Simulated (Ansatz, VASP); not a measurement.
## TiSi2 in VASP and in Ansatz

```xyz
6
Lattice="1.7738 -6.7803 0.0000 1.7738 6.7803 0.0000 0.0000 0.0000 3.5792" Properties=species:S:1:pos:R:3 pbc="T T T"
Ti    1.7738   -5.3811    2.6844
Ti    1.7738    5.3811    0.8948
Si    1.7738   -0.8021    2.6844
Si    1.7738    0.8021    0.8948
Si    1.7738    3.3925    2.6844
Si    1.7738   -3.3925    0.8948
```

Alike in both runs: functional PBE; k mesh 10 × 10 × 10; occupations gaussian, width 0.1 eV; no spin polarisation.

Ansatz relaxed the structure, and its values are those at the end. VASP's run is a single point on that final structure, the one shown.

|  | VASP | Ansatz |
| --- | --- | --- |
| version | VASP 6.6.1 | Ansatz 0.2.0 |
| potentials or method | VASP PAW PBE potentials, release 64 (Ti_sv, Si) | scalar-relativistic, plane waves, PAW |
| plane-wave cutoff (eV) | 520 | 420 |
| valence electrons in the cell | 40 | 40 |

```tsv
	VASP	Ansatz	Ansatz less VASP
gap on the k mesh at the Fermi level (eV)	none	none	-
pressure (GPa)	0.0	0.0	+0.01
rms of the force components (eV/Å)	0.004	0.000	-0.0034
```

A gap of «none» marks a metal or a gap that the smearing closes.
